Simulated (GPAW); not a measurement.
# How the smearing moves the magnetism of free-standing square Co monolayer, spacing 2.8 A

Wanted: the cheapest choice of the smearing that holds the magnetic results of free-standing square Co monolayer, spacing 2.8 A.

Main program and level: GPAW 26.7.0; PBE; plane waves with GPAW's PAW setups, scalar-relativistic.

This is a report of a sequence of runs, with most program output left out.

## (1) The structure

The cell holds 1 atom: 1 Co. Cell: a = 2.800 Å, b = 2.800 Å, c = 14.000 Å, α = 90.0°, β = 90.0°, γ = 90.0°. model lattice. Vacuum lies along c.

## (2) Rung 1 (width 0.4 eV), start ferro +

A wide smearing converges easily but acts like a high temperature on the moments; each rung narrows it.

The input, order1.py:

```python
import json
import numpy as np
from ase import Atoms
from ase.parallel import paropen, parprint
from gpaw import GPAW

atoms = Atoms(['Co'],
    cell=[[2.8, 0.0, 0.0],
         [0.0, 2.8, 0.0],
         [0.0, 0.0, 14.0]],
    scaled_positions=[[0.0, 0.0, 0.5]],
    pbc=True,
    magmoms=[2.0])
atoms.calc = GPAW(mode={'name': 'pw', 'ecut': 550},
    xc='PBE',
    kpts={'size': (10, 10, 1), 'gamma': True},
    occupations={'name': 'fermi-dirac', 'width': 0.4},
    convergence={'density': 1e-05, 'energy': 1e-05},
    maxiter=200,
    symmetry={'tolerance': 1e-4},
    txt='order1.txt')
e = atoms.get_potential_energy(force_consistent=True)
res = {'free_energy': e, 'energy_sigma0': atoms.get_potential_energy(), 'fermi_energy': atoms.calc.get_fermi_level()}
res['moments'] = atoms.get_magnetic_moments().tolist()
res['total'] = atoms.get_magnetic_moment()
parprint('site moments (muB):', np.round(res['moments'], 3))
parprint(f"total moment: {res['total']:.3f} muB")
parprint(f'free energy: {e:.6f} eV')
atoms.calc.write('order1.gpw')
with paropen('results.json', 'w') as f:
    json.dump(res, f)
```

Started as:

```
$ OMP_NUM_THREADS=1 python3 order1.py > order1.log
```

Wall time 18 s (1 MPI rank of Intel Xeon Platinum 8488C (Sapphire Rapids), shared host); peak memory 0.2 GiB.

Read from the output:

| Quantity | Value |
| --- | --- |
| magnetization | 2.103 μB |
| final state | ferromagnetic |
| largest moment | 1.990 μB |

After 14 cycles the largest moment stands at 1.99 μB.

## (3) Rung 1 (width 0.4 eV), start antiferro q=(0,1/2,0) +-

The second start gives the energy difference between the two end states, the quantity that is followed up the ladder. Its q is in fractions of the reciprocal vectors of the first run's cell.

order2.py is the script of step 2 with these lines changed:

```diff
@@ -6,12 +6,13 @@
 
-atoms = Atoms(['Co'],
+atoms = Atoms(['Co', 'Co'],
     cell=[[2.8, 0.0, 0.0],
-         [0.0, 2.8, 0.0],
+         [0.0, 5.6, 0.0],
          [0.0, 0.0, 14.0]],
-    scaled_positions=[[0.0, 0.0, 0.5]],
+    scaled_positions=[[0.0, 0.0, 0.5],
+         [0.0, 0.5, 0.5]],
     pbc=True,
-    magmoms=[2.0])
+    magmoms=[2.0, -2.0])
 atoms.calc = GPAW(mode={'name': 'pw', 'ecut': 550},
     xc='PBE',
-    kpts={'size': (10, 10, 1), 'gamma': True},
+    kpts={'size': (10, 5, 1), 'gamma': True},
     occupations={'name': 'fermi-dirac', 'width': 0.4},
@@ -20,3 +21,3 @@
     symmetry={'tolerance': 1e-4},
-    txt='order1.txt')
+    txt='order2.txt')
 e = atoms.get_potential_energy(force_consistent=True)
@@ -28,3 +29,3 @@
 parprint(f'free energy: {e:.6f} eV')
-atoms.calc.write('order1.gpw')
+atoms.calc.write('order2.gpw')
 with paropen('results.json', 'w') as f:
```

Started as:

```
$ OMP_NUM_THREADS=1 python3 order2.py > order2.log
```

Run time: 50 s. Hardware: 1 MPI rank; peak memory 0.31 GiB.

Numbers from this step:

* magnetization: 0 μB
* final state: antiferromagnetic
* largest moment: 1.905 μB

This start lies +43.6 meV a seeded atom from the first; its largest moment is 1.91 μB.

## (4) Rung 2 (width 0.2 eV), start ferro +

order1.py is the script of step 2 with these lines changed:

```diff
@@ -16,3 +16,3 @@
     kpts={'size': (10, 10, 1), 'gamma': True},
-    occupations={'name': 'fermi-dirac', 'width': 0.4},
+    occupations={'name': 'fermi-dirac', 'width': 0.2},
     convergence={'density': 1e-05, 'energy': 1e-05},
```

Started as:

```
$ OMP_NUM_THREADS=1 python3 order1.py > order1.log
```

Run time: 22 s. Hardware: 1 MPI rank; peak memory 0.2 GiB.

Numbers from this step:

```yaml
magnetization: 2.183 μB
final_state: ferromagnetic
largest_moment: 2.088 μB
```

The largest moment moves by +0.10 μB from rung 1, at 1.3 times its CPU time.

## (5) Rung 2 (width 0.2 eV), start antiferro q=(0,1/2,0) +-

order2.py is the script of step 3 with these lines changed:

```diff
@@ -17,3 +17,3 @@
     kpts={'size': (10, 5, 1), 'gamma': True},
-    occupations={'name': 'fermi-dirac', 'width': 0.4},
+    occupations={'name': 'fermi-dirac', 'width': 0.2},
     convergence={'density': 1e-05, 'energy': 1e-05},
```

Started as:

```
$ OMP_NUM_THREADS=1 python3 order2.py > order2.log
```

It took 75 s on 1 MPI rank; peak memory 0.31 GiB.

This step gave:

| Item | Value |
| --- | --- |
| magnetization | 0 μB |
| final state | antiferromagnetic |
| largest moment | 2.005 μB |

This start lies +94.6 meV a seeded atom from the first, a change of +51.0 meV since rung 1; its largest moment is 2.00 μB.

## (6) Rung 3 (width 0.1 eV), start ferro +

order1.py is the script of step 4 with these lines changed:

```diff
@@ -16,3 +16,3 @@
     kpts={'size': (10, 10, 1), 'gamma': True},
-    occupations={'name': 'fermi-dirac', 'width': 0.2},
+    occupations={'name': 'fermi-dirac', 'width': 0.1},
     convergence={'density': 1e-05, 'energy': 1e-05},
```

Started as:

```
$ OMP_NUM_THREADS=1 python3 order1.py > order1.log
```

Wall time 24 s (1 MPI rank); peak memory 0.21 GiB.

Read from the output:

```yaml
magnetization: 2.204 μB
final_state: ferromagnetic
largest_moment: 2.093 μB
```

The largest moment moves by +0.01 μB from rung 2, at 1.1 times its CPU time.

## (7) Rung 3 (width 0.1 eV), start antiferro q=(0,1/2,0) +-

order2.py is the script of step 5 with these lines changed:

```diff
@@ -17,3 +17,3 @@
     kpts={'size': (10, 5, 1), 'gamma': True},
-    occupations={'name': 'fermi-dirac', 'width': 0.2},
+    occupations={'name': 'fermi-dirac', 'width': 0.1},
     convergence={'density': 1e-05, 'energy': 1e-05},
```

Started as:

```
$ OMP_NUM_THREADS=1 python3 order2.py > order2.log
```

Run time: 57 s. Hardware: 1 MPI rank; peak memory 0.31 GiB.

Read from the output:

```
magnetization  : 0 μB
final state    : antiferromagnetic
largest moment : 2.017 μB
```

This start lies +99.2 meV a seeded atom from the first, a change of +4.6 meV since rung 2; its largest moment is 2.02 μB.

## (8) Rung 4 (width 0.05 eV), start ferro +

order1.py is the script of step 6 with these lines changed:

```diff
@@ -16,3 +16,3 @@
     kpts={'size': (10, 10, 1), 'gamma': True},
-    occupations={'name': 'fermi-dirac', 'width': 0.1},
+    occupations={'name': 'fermi-dirac', 'width': 0.05},
     convergence={'density': 1e-05, 'energy': 1e-05},
```

Started as:

```
$ OMP_NUM_THREADS=1 python3 order1.py > order1.log
```

Run time: 25 s. Hardware: 1 MPI rank; peak memory 0.21 GiB.

This step gave:

```
magnetization  : 2.218 μB
final state    : ferromagnetic
largest moment : 2.097 μB
```

The largest moment is that of rung 3, at 1.0 times its CPU time.

## (9) Rung 4 (width 0.05 eV), start antiferro q=(0,1/2,0) +-

order2.py is the script of step 7 with these lines changed:

```diff
@@ -17,3 +17,3 @@
     kpts={'size': (10, 5, 1), 'gamma': True},
-    occupations={'name': 'fermi-dirac', 'width': 0.1},
+    occupations={'name': 'fermi-dirac', 'width': 0.05},
     convergence={'density': 1e-05, 'energy': 1e-05},
```

Started as:

```
$ OMP_NUM_THREADS=1 python3 order2.py > order2.log
```

Elapsed: 57 s, on 1 MPI rank; peak memory 0.31 GiB.

Numbers from this step:

```
magnetization  : 0 μB
final state    : antiferromagnetic
largest moment : 2.025 μB
```

This start lies +95.8 meV a seeded atom from the first, a change of -3.3 meV since rung 3; its largest moment is 2.03 μB.

## (10) Rung 5 (width 0.02 eV), start ferro +

order1.py is the script of step 8 with these lines changed:

```diff
@@ -16,3 +16,3 @@
     kpts={'size': (10, 10, 1), 'gamma': True},
-    occupations={'name': 'fermi-dirac', 'width': 0.05},
+    occupations={'name': 'fermi-dirac', 'width': 0.02},
     convergence={'density': 1e-05, 'energy': 1e-05},
```

Started as:

```
$ OMP_NUM_THREADS=1 python3 order1.py > order1.log
```

Run time: 64 s. Hardware: 1 MPI rank; peak memory 0.21 GiB.

Numbers from this step:

- magnetization: 2.220 μB
- final state: ferromagnetic
- largest moment: 2.100 μB

The largest moment is that of rung 4, at 2.6 times its CPU time.

## (11) Rung 5 (width 0.02 eV), start antiferro q=(0,1/2,0) +-

order2.py is the script of step 9 with these lines changed:

```diff
@@ -17,3 +17,3 @@
     kpts={'size': (10, 5, 1), 'gamma': True},
-    occupations={'name': 'fermi-dirac', 'width': 0.05},
+    occupations={'name': 'fermi-dirac', 'width': 0.02},
     convergence={'density': 1e-05, 'energy': 1e-05},
```

Started as:

```
$ OMP_NUM_THREADS=1 python3 order2.py > order2.log
```

Elapsed: 57 s, on 1 MPI rank; peak memory 0.31 GiB.

Read from the output:

```yaml
magnetization: 0 μB
final_state: antiferromagnetic
largest_moment: 2.042 μB
```

This start lies +93.0 meV a seeded atom from the first, a change of -2.8 meV since rung 4; its largest moment is 2.04 μB.

## (12) A faulty input

An input with a fault is tried, to see how the program answers.

The input, run.py:

```python
import json
import numpy as np
from ase import Atoms
from ase.parallel import paropen, parprint
from gpaw import GPAW

atoms = Atoms(['Co'],
    cell=[[2.8, 0.0, 0.0],
         [0.0, 2.8, 0.0],
         [0.0, 0.0, 14.0]],
    scaled_positions=[[0.0, 0.0, 0.5]],
    pbc=True,
    magmoms=[2.0])
atoms.calc = GPAW(mode={'name': 'pw', 'ecut': 550},
    xc='PBE',
    kpts={'size': (10, 10, 1), 'gamma': True},
    occupations={'name': 'fermi-dirac', 'width': 0.05},
    convergence={'density': 1e-05, 'energy': 1e-05},
    maxiter=2,
    symmetry={'tolerance': 1e-4},
    txt='run.txt')
e = atoms.get_potential_energy(force_consistent=True)
res = {'free_energy': e, 'energy_sigma0': atoms.get_potential_energy(), 'fermi_energy': atoms.calc.get_fermi_level()}
res['moments'] = atoms.get_magnetic_moments().tolist()
res['total'] = atoms.get_magnetic_moment()
parprint('site moments (muB):', np.round(res['moments'], 3))
parprint(f"total moment: {res['total']:.3f} muB")
parprint(f'free energy: {e:.6f} eV')
atoms.calc.write('run.gpw')
with paropen('results.json', 'w') as f:
    json.dump(res, f)
```

Started as:

```
$ OMP_NUM_THREADS=1 python3 run.py > run.log
```

Wall time 5.1 s (1 MPI rank); peak memory 0.2 GiB.

The fault put into the input: too few SCF iterations.

The limit on cycles came before convergence; raising it mends this.

## (13) The rungs together

Ladder, by row:

```csv
rung,smearing (eV),state from the first start,state from the second start,second less first (meV a seeded atom),"moment, first (μB)","moment, second (μB)",CPU time (s)
1,0.4,ferromagnetic,antiferromagnetic,43.6,1.99,1.905,67.79
2,0.2,ferromagnetic,antiferromagnetic,94.61,2.088,2.005,97.25
3,0.1,ferromagnetic,antiferromagnetic,99.17,2.093,2.017,80.03
4,0.05,ferromagnetic,antiferromagnetic,95.84,2.097,2.025,81.2
5,0.02,ferromagnetic,antiferromagnetic,93.05,2.1,2.042,120.4
```

## (14) Summary of results

```json
{
 "range of the moment in the table, first start": "1.99 to 2.10 μB",
 "range of CPU time": "68 s to 2 min",
 "range of the energy difference": "43.6 to 99.2 meV a seeded atom",
 "first rung from which all stay within 4.7 meV of the last": "4"
}
```

**Reading.** From rung 4 on the result stays within 2.8 meV of the last rung, inside the margin of 4.7 meV set for it, at 67 % of the last rung's cost. The first start ends lower on every rung of the table; whether functional and cell give the true order is another question. The mesh stays the same, and a narrow smearing needs a finer one, so the last rung is no sure reference.

[Logs and program files are shortened in this print: banners, set-up blocks, solver, clock and traceback lines can be left out without a mark of their own.]

[Logs are printed without paths, hosts, clocks, repeated set-up lines and the standing remarks that a program may print on its own settings, such as how far it seeks lower states.]

[Hosts, paths, dates, database ids (printed as entryN), source tags and the programs' standing remarks are cut or masked in the printed files.]

[Where a cell is said to come from a database of computed structures, the database is the Materials Project.]
